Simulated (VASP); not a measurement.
A run of VASP 6.6.1 is set up as follows.

Contents of INCAR:

```
  PREC = Accurate
  ENCUT = 520
  EDIFF = 1E-6
  ISMEAR = 0
  SIGMA = 0.1
  LREAL = F
  LASPH = T
  NELM = 60
  ALGO = Normal
  ISIF = 2
  LWAVE = F
  LCHARG = F
  GGA = PE
  NBANDS = 11
```

KPOINTS

```
Automatic mesh
0
Gamma
  6 6 6
```

File POSCAR:

```
BAs
1.0
    0.0000000000      2.5333587383      2.5333587383
    2.5333587383      0.0000000000      2.5333587383
    2.5333587383      2.5333587383      0.0000000000
B As
1 1
Direct
    0.0000000000      0.0000000000      0.0000000000
    0.7500000000      0.7500000000      0.7500000000
```

Potentials or basis: VASP PAW PBE potentials, release 64 (B, As).

Launch:

```console
$ cat potpaw_PBE.64/B/POTCAR potpaw_PBE.64/As/POTCAR > POTCAR
$ mpirun -np 1 vasp_std > vasp.out
```

**Question.** Estimate the band gap on the k mesh.

**Answer.** 1.41 eV, indirect (least direct gap 2.58 eV).

**Question.** Predict the pressure.

**Answer.** -14.6 GPa.

A k mesh can miss the band edges.
